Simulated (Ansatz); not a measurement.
All numbers below come from Ansatz 0.2.0, DFT LDA, scalar-relativistic, plane waves, PAW.

Structure of SnO2:

```
CELL_PARAMETERS angstrom
4.70345 0.00000 0.00000
0.00000 5.69517 0.00000
0.00000 0.00000 5.20433
ATOMIC_POSITIONS crystal
Sn 0.50000 0.66732 0.75000
Sn 0.00000 0.83268 0.25000
Sn 0.50000 0.33268 0.25000
Sn 0.00000 0.16732 0.75000
O 0.73102 0.60491 0.07763
O 0.23102 0.89509 0.92237
O 0.76898 0.89509 0.57763
O 0.26898 0.60491 0.42237
O 0.73102 0.39509 0.57763
O 0.23102 0.10491 0.42237
O 0.76898 0.10491 0.07763
O 0.26898 0.39509 0.92237
```

Cutoff 420 eV; k points 6×6×6 on the computed 12-atom cell (Γ-centred); Gaussian smearing, width 0.02 eV; no spin polarisation.

Levels along Γ–X–S–Y–Γ–Z–U–R–T–Z | X–U | Y–T | S–R, in eV from a zero inside the gap, sorted by energy at each point. Points in fractions of the primitive reciprocal vectors: Γ (0.000 0.000 0.000), X (0.500 0.000 0.000), S (0.500 0.500 0.000), Y (0.000 0.500 0.000), Z (0.000 0.000 0.500), U (0.500 0.000 0.500), R (0.500 0.500 0.500), T (0.000 0.500 0.500).
```csv
point,"k (1/Å, with 2π)",band 49,band 50,band 51,band 52,band 53,band 54,band 55
Γ,0.000,-1.33,-0.92,-0.88,-0.75,0.75,5.49,5.53
-,0.334,-1.32,-1.16,-0.81,-0.80,2.08,4.59,5.24
X,0.668,-1.04,-1.04,-0.80,-0.80,3.88,3.88,4.57
-,0.944,-1.20,-1.20,-0.89,-0.89,4.11,4.11,4.96
S,1.220,-1.34,-1.34,-0.95,-0.95,4.32,4.32,5.39
-,1.554,-1.24,-1.24,-0.99,-0.99,3.85,3.85,5.85
Y,1.887,-1.68,-1.68,-0.84,-0.84,3.45,3.45,6.16
-,2.163,-1.43,-1.35,-0.86,-0.85,1.81,4.85,5.74
Γ,2.439,-1.33,-0.92,-0.88,-0.75,0.75,5.49,5.53
-,2.741,-1.34,-0.92,-0.88,-0.87,1.99,5.12,5.46
Z,3.043,-1.00,-1.00,-0.92,-0.92,3.80,3.80,5.46
-,3.377,-1.24,-1.24,-0.81,-0.81,3.71,3.71,5.29
U,3.711,-0.99,-0.99,-0.99,-0.99,4.28,4.28,4.28
-,3.986,-1.07,-1.07,-1.07,-1.07,4.51,4.51,4.51
R,4.262,-1.13,-1.13,-1.13,-1.13,4.74,4.74,4.74
-,4.596,-1.37,-1.37,-0.85,-0.85,4.45,4.45,5.14
T,4.930,-1.07,-1.07,-1.07,-1.07,4.88,4.88,4.88
-,5.206,-1.15,-1.15,-1.01,-1.01,4.19,4.19,5.33
Z,5.482,-1.00,-1.00,-0.92,-0.92,3.80,3.80,5.46
X,5.482,-1.04,-1.04,-0.80,-0.80,3.88,3.88,4.57
-,5.784,-1.07,-1.07,-0.84,-0.84,4.17,4.17,4.46
U,6.085,-0.99,-0.99,-0.99,-0.99,4.28,4.28,4.28
Y,6.085,-1.68,-1.68,-0.84,-0.84,3.45,3.45,6.16
-,6.387,-1.34,-1.34,-0.85,-0.85,3.85,3.85,5.85
T,6.689,-1.07,-1.07,-1.07,-1.07,4.88,4.88,4.88
S,6.689,-1.34,-1.34,-0.95,-0.95,4.32,4.32,5.39
-,6.991,-1.26,-1.26,-0.98,-0.98,4.38,4.38,5.22
R,7.293,-1.13,-1.13,-1.13,-1.13,4.74,4.74,4.74
```

This form isn't the usual stable structure of the compound.